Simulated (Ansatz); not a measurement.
Planning a run of Ansatz 0.2.0 on CdS (Greenockite). The input:

```yaml
crystal:
  lattice:
    - [4.137, 0.0, 0.0]
    - [-2.0685, 3.5827470955, 0.0]
    - [0.0, 0.0, 6.7144]
  atoms:
    - { symbol: Cd, position: [0.6666666667, 0.3333333333, 0.0] }
    - { symbol: Cd, position: [0.3333333333, 0.6666666667, 0.5] }
    - { symbol: S, position: [0.6666666667, 0.3333333333, 0.375] }
    - { symbol: S, position: [0.3333333333, 0.6666666667, 0.875] }
kpoints:
  mp_grid: { grid: [6, 6, 4] }
hamiltonian:
  xc:
    exchange: pbe
    correlation: pbe
    exx: { coeff: 0.05, omega: 0.2078 }
  pseudopotentials: { kind: paw, azcp: { folder: soft_1 } }
scf:
  occupations: { method: fixed }
gw:
  n_empty_bands: 415
  ecut_chi: 150.0
  qp_bands: [v2, c2]
  qp_kpoints: band_edges
  screening: { model: contour_deformation }
```

```sh
ansatz run input.yaml --threads 3 --pin off --max-ram 92160MiB --backend cuda --events-out ev --progress --plain --runs-dir out --devices 1 --max-vram 13GiB
```

**Question.** Estimate wall time and host memory on 1 × NVIDIA H100 80GB HBM3 (shared by 6 runs) with 3 threads of AMD EPYC 7R13 (Zen 3), shared host.

It took 87 s; on shared hardware allow 44 s to 2.9 min. Peak host memory was 2.5 GiB. The sizes that set the cost: 1943 plane waves a state, 21 irreducible k points, 441 bands summed, 391 plane waves in the screening and 12 SCF cycles.

The screening grows as filled bands × empty bands × pairs of k points, times the square of the screening basis for the matrix.

[Paths, hosts, dates, memory and timing lines, banners, echoed tables and standing remarks are left out of the program output.]

[Logs are printed without paths, hosts, clocks, repeated set-up lines and the standing remarks that a program may print on its own settings, such as how far it seeks lower states.]

[Runs of the session that timed out or met a known fault of the program may be left out.]

[Cells called generated may have been cut or substituted from an entry of the Crystallography Open Database or the Materials Project.]

[Hosts, paths, dates, database ids (printed as entryN), source tags and the programs' standing remarks are cut or masked in the printed files.]
